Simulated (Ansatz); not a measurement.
Input and command of a calculation in Ansatz (plane waves; scalar-relativistic PAW potentials unless the input names others):

```yaml
crystal:
  lattice:
    - [-3.5437047392, 3.5437047392, 0.0]
    - [0.0, 3.5437047392, -3.5437047392]
    - [-3.5437047392, 0.0, -3.5437047392]
  atoms:
    - { symbol: Fe, position: [0.0, 0.0, 0.0], spin: 3.2 }
    - { symbol: Fe, position: [0.5, 0.5, 0.5], spin: 3.2 }
    - { symbol: Ni, position: [0.0, 0.5, 0.0], spin: 0.75 }
    - { symbol: Ni, position: [0.5, 0.0, 0.5], spin: 0.75 }
    - { symbol: Ni, position: [0.5, 0.0, 0.0], spin: 0.75 }
    - { symbol: Ni, position: [0.0, 0.5, 0.5], spin: 0.75 }
    - { symbol: Ni, position: [0.0, 0.0, 0.5], spin: 0.75 }
    - { symbol: Ni, position: [0.5, 0.5, 0.0], spin: 0.75 }
basis:
  ecutwfc: "29.4 Ry"
kpoints:
  mp_grid: { grid: [8, 8, 8] }
hamiltonian:
  xc: pbe
scf:
  occupations: { method: cold, width: 0.01 }
  initial_density: { chi_scale: 0.0 }
output:
  forces: true
  eigenvalues: true
  stress: true
magnetization:
  spin_polarized: true
relax:
  adjacent_minimum: "off"
  f_tol: 0.015
  max_steps: 60
  cell: { stress_tol: 0.15 }
```

```bash
ansatz run input.yaml --threads 1 --pin off --max-ram 2560MiB --backend cpu --events-out ev --progress --plain --runs-dir out
```

Abridged log:
```
Warning: basis.ecutwfc = 400.00737781 eV is below the records' recommended 420 eV, and the density's cutoff is lower with it unless basis.ecutrho_ratio is high enough to keep the records' density cutoff: compare with a run at a higher cutoff
Basis set: ecut = 400.00737781 eV, 1639 PW (Γ), exchange–correlation on 72×72×72 points (8 copies of the dense FFT grid, shifted against one another)
Bands: 91, of which v1, the nominal top of the filled ones, is band 70 counted from 1 (69 counted from 0)
Symmetry: 96 space group operations
k-points: 29 of 512
SCF iter   1: F=—  HF=-43995.179916 eV  |F-HF|=—  |Δ(HF+E_count)|=         —  Δρ=7.44e-2 (↑2.57e-2 ↓7.44e-2) dr2=5.22e0  dr2_m=6.65e-1  M=10.637 μB ∫|m|=11.104 μB  β_m=0.30  ethr=3.10e-3  ⟨swp⟩=4.6  Hψ=15983  notcnv=0  defer=54
Mixer restart at iter 1: flushing history
spin=Collinear: Resta preconditioning applied to the charge; magnetization (m = ρ↑ − ρ↓) channel mixes plain (no charge-response kernel on spin).
SCF iter   2: F=—  HF=-43994.241715 eV  |F-HF|=—  |Δ(HF+E_count)|=   9.38e-1  Δρ=2.75e-2 (↑2.63e-2 ↓2.75e-2) dr2=8.41e-1  dr2_m=3.20e-1  M=10.450 μB ∫|m|=11.073 μB  β_m=0.34  ethr=3.10e-3  ⟨swp⟩=2.3  Hψ=8072  notcnv=0  defer=622
spin=Collinear: Kerker preconditioning applied to the charge; magnetization (m = ρ↑ − ρ↓) channel mixes plain (no charge-response kernel on spin).
SCF iter   3: F=—  HF=-43996.566339 eV  |F-HF|=—  |Δ(HF+E_count)|=    2.32e0  Δρ=2.23e-2 (↑2.23e-2 ↓1.54e-2) dr2=3.67e-1  dr2_m=1.72e-1  M=10.426 μB ∫|m|=11.126 μB  β_m=0.66  ethr=6.01e-4  ⟨swp⟩=2.5  Hψ=7387  notcnv=0  defer=623
SCF iter   4: F=—  HF=-43999.765411 eV  |F-HF|=—  |Δ(HF+E_count)|=    3.20e0  Δρ=2.16e-2 (↑1.84e-2 ↓2.16e-2) dr2=9.98e-1  dr2_m=5.99e-3  M=10.197 μB ∫|m|=11.088 μB  β_m=0.63  ethr=2.62e-4  ⟨swp⟩=2.7  Hψ=9018  notcnv=0  defer=622
SCF iter   5: F=—  HF=-43999.961749 eV  |F-HF|=—  |Δ(HF+E_count)|=   1.96e-1  Δρ=1.15e-2 (↑6.81e-3 ↓1.15e-2) dr2=1.96e-1  dr2_m=9.40e-3  M=10.032 μB ∫|m|=11.002 μB  β_m=0.70  ethr=2.62e-4  ⟨swp⟩=2.4  Hψ=8192  notcnv=0  defer=635
SCF iter   6: F=—  HF=-43999.958053 eV  |F-HF|=—  |Δ(HF+E_count)|=         —  Δρ=3.04e-3 (↑3.04e-3 ↓2.77e-3) dr2=2.25e-2  dr2_m=5.13e-4  M=10.022 μB ∫|m|=10.960 μB  β_m=0.70  ethr=1.40e-4  ⟨swp⟩=2.1  Hψ=7284  notcnv=0  defer=635
Mixer restart at iter 6: flushing history
SCF iter   7: F=—  HF=-43999.986318 eV  |F-HF|=—  |Δ(HF+E_count)|=   2.83e-2  Δρ=3.79e-3 (↑1.72e-3 ↓3.79e-3) dr2=1.01e-2  dr2_m=1.94e-3  M=10.002 μB ∫|m|=10.958 μB  β_m=0.60  ethr=1.61e-5  ⟨swp⟩=2.7  Hψ=9281  notcnv=0  defer=635
SCF iter   8: F=—  HF=-43999.984883 eV  |F-HF|=—  |Δ(HF+E_count)|=   1.43e-3  Δρ=4.35e-3 (↑1.84e-3 ↓4.35e-3) dr2=7.07e-3  dr2_m=7.04e-3  M=9.843 μB ∫|m|=10.825 μB  β_m=0.38  ethr=7.24e-6  ⟨swp⟩=2.7  Hψ=9094  notcnv=0  defer=635
   ...
SCF iter   5: F=—  HF=-43999.988274 eV  |F-HF|=—  |Δ(HF+E_count)|=   2.93e-7  S|Δr|=    0.00e0  Δρ=2.21e-5 (↑1.74e-5 ↓2.21e-5) dr2=1.07e-6  dr2_m=1.35e-8  M=9.799 μB ∫|m|=10.791 μB  β_m=0.60  ethr=7.43e-10  ⟨swp⟩=1.1  Hψ=5281  notcnv=0
SCF iter   6: F=—  HF=-43999.988274 eV  |F-HF|=—  |Δ(HF+E_count)|=   2.82e-8  S|Δr|=    0.00e0  Δρ=6.79e-6 (↑4.80e-6 ↓6.79e-6) dr2=9.63e-8  dr2_m=1.54e-9  M=9.799 μB ∫|m|=10.791 μB  β_m=0.69  ethr=7.43e-10  ⟨swp⟩=1.0  Hψ=5278  notcnv=0
SCF iter   7: F=-43999.988274 eV  HF=-43999.988274 eV  |F-HF|=4.58e-10  |Δ(HF+E_count)|=   4.29e-9  S|Δr|=    0.00e0  Δρ=5.62e-7 (↑5.10e-7 ↓5.62e-7) dr2=6.85e-10  dr2_m=1.87e-11  M=9.799 μB ∫|m|=10.791 μB  ethr=4.34e-11  ⟨swp⟩=3.0  Hψ=13540  notcnv=0
SCF 3 converged in 7 iterations: F = -43999.988274 eV  dr2 = 6.85e-10
relax step   3: F+E_penalty+E_count = -43999.98827389 eV  Δ(F+E_penalty+E_count) = +1.937e-5 eV  max|allowed force component| = 1.221e-28 eV/Å  Δτ_max = 0.0000 Å  P = +0.002 GPa  Ω = 89.161 Å³  energy of the carried Pulay correction = -1.233e-4 eV  (7 SCF iters, dr2 threshold 6.08e-8 eV, accepted)
Initial wavefunctions: pseudopotential atomic-orbital guess (no wavefunctions were taken with the density)
SCF iter   1: F=—  HF=-43999.988408 eV  |F-HF|=—  |Δ(HF+E_count)|=         —  Δρ=2.12e-6 (↑2.12e-6 ↓1.77e-6) dr2=2.77e-9  dr2_m=2.98e-10  M=9.799 μB ∫|m|=10.791 μB  β_m=0.30  ethr=1.15e-8  ⟨swp⟩=3.9  Hψ=33295  notcnv=0
spin=Collinear: Resta preconditioning applied to the charge; magnetization (m = ρ↑ − ρ↓) channel mixes plain (no charge-response kernel on spin).
SCF iter   2: F=—  HF=-43999.988401 eV  |F-HF|=—  |Δ(HF+E_count)|=   7.55e-6  S|Δr|=    0.00e0  Δρ=3.67e-6 (↑3.67e-6 ↓2.90e-6) dr2=1.68e-8  dr2_m=2.78e-10  M=9.799 μB ∫|m|=10.791 μB  β_m=0.59  ethr=1.98e-12  ⟨swp⟩=3.1  Hψ=12027  notcnv=0
SCF iter   3: F=—  HF=-43999.988401 eV  |F-HF|=—  |Δ(HF+E_count)|=  1.16e-10  S|Δr|=    0.00e0  Δρ=2.84e-6 (↑1.31e-6 ↓2.84e-6) dr2=1.24e-8  dr2_m=7.93e-10  M=9.799 μB ∫|m|=10.791 μB  β_m=0.74  ethr=1.98e-12  ⟨swp⟩=2.0  Hψ=8972  notcnv=0
SCF iter   4: F=—  HF=-43999.988401 eV  |F-HF|=—  |Δ(HF+E_count)|=   1.22e-8  S|Δr|=    0.00e0  Δρ=1.45e-5 (↑3.64e-6 ↓1.45e-5) dr2=2.78e-7  dr2_m=2.51e-8  M=9.799 μB ∫|m|=10.791 μB  β_m=0.45  ethr=1.98e-12  ⟨swp⟩=2.0  Hψ=8981  notcnv=0  recentre
SCF iter   5: F=-43999.988401 eV  HF=-43999.988401 eV  |F-HF|=1.89e-10  |Δ(HF+E_count)|=   1.46e-8  S|Δr|=    0.00e0  Δρ=3.22e-7 (↑3.22e-7 ↓1.86e-7) dr2=4.69e-11  dr2_m=1.47e-11  M=9.799 μB ∫|m|=10.791 μB  ethr=1.00e-12  ⟨swp⟩=2.9  Hψ=18913  notcnv=0
SCF 4 converged in 5 iterations: F = -43999.988401 eV  dr2 = 4.69e-11
SCF converged after 5 iterations
Stability not checked: this state was not tested for a lower state beside it, because cold or Methfessel-Paxton smearing, or corrected tetrahedra, fill the levels in a way that the test cannot read (fill_not_monotonic; see scf.lower_state_search)
Magnetization: 9.7995 μB (74.8997 up, 65.1003 down)
Absolute magnetization: 10.7968 μB (∫|ρ↑−ρ↓|, with the PAW one-centre terms)
Spin contamination: 0.2066 ħ² per cell (⟨S²⟩ above its minimum at these occupations)
Per-site moments (μB) at R_I (Å): [(2.93120087, 1.03424461), (2.93120087, 1.03424461), (0.70778377, 1.03424461), (0.70778377, 1.03424461), (0.70778377, 1.03424461), (0.70778377, 1.03424461), (0.70778377, 1.03424461), (0.70778377, 1.03424461)]
Free energy (F): -43999.988401 eV
Harris-Foulkes:  -43999.988401 eV  (|F-HF|=1.89e-10)
Internal energy: -43999.988504 eV  (E = F + TS)
E sigma→0 (E₀):  -43999.988435 eV
Entropy (-TS):   0.000104 eV (0.013 meV/atom)
Fermi energy:    18.258518 eV
--- Forces (eV/Å), atoms counted from 1 ---
  atom   1  Fe     0.00000000     0.00000000     0.00000000
  atom   2  Fe     0.00000000     0.00000000     0.00000000
  atom   3  Ni     0.00000000     0.00000000     0.00000000
  atom   4  Ni     0.00000000     0.00000000     0.00000000
  atom   5  Ni     0.00000000     0.00000000     0.00000000
  atom   6  Ni     0.00000000     0.00000000     0.00000000
  atom   7  Ni     0.00000000     0.00000000     0.00000000
  atom   8  Ni     0.00000000     0.00000000     0.00000000
--- Stress (GPa, compression-positive) ---
        0.006087       0.000000       0.000000
        0.000000       0.006087       0.000000
        0.000000       0.000000       0.006087
  P = ⅓ Tr σ = 0.0061 GPa (0.061 kbar)
--- Relaxed structure (3 steps of the walk, 3 accepted, 1 SCFs on fresh bases) ---
  F+E_penalty+E_count = -43999.98840067 eV   max|allowed force component| = 5.183e-29 eV/Å   (the final SCF, on the basis selected at the relaxed cell)
  cell:  # Å, volume = 89.1606 Å³
    - [-3.54580064, 3.54580064, 0.0]
    - [0.0, 3.54580064, -3.54580064]
    - [-3.54580064, 0.0, -3.54580064]
  atoms:
    - { symbol: Fe, position: [0.0, 0.0, 0.0] }
    - { symbol: Fe, position: [0.5, 0.5, 0.5] }
    - { symbol: Ni, position: [0.0, 0.5, 0.0] }
    - { symbol: Ni, position: [0.5, 0.0, 0.5] }
    - { symbol: Ni, position: [0.5, 0.0, 0.0] }
    - { symbol: Ni, position: [0.0, 0.5, 0.5] }
    - { symbol: Ni, position: [0.0, 0.0, 0.5] }
    - { symbol: Ni, position: [0.5, 0.5, 0.0] }
```

Apart from outputs and empty bands, the input differs from a reference run on usual settings in scf.occupations.method: "gaussian" → "cold"; scf.occupations.width: 0.1 → 0.01; basis.ecutwfc: 420 → "29.4 Ry"; scf.initial_density.chi_scale: not typed → 0.0. The reference, at the same start, ended its own course with a relaxed volume of 11.15 Å³/atom, pressure 0.00 GPa, largest force 0.000 eV/Å, no gap on the mesh. This run converged in 35 SCF iterations over all its steps (reference: 39) with an energy at zero smearing 0.86 meV/atom above the reference's, a relaxed volume of 11.15 Å³/atom, pressure 0.01 GPa, largest force 0.000 eV/Å, no gap on the mesh. Its k mesh, for so narrow a smearing in a metal, and cutoff are looser than usual, yet energy, pressure and forces hardly moved.

It took 75 s on 1 thread of Intel(R) Xeon(R) 6975P-C (Granite Rapids), on a shared host, peak memory 0.71 GiB.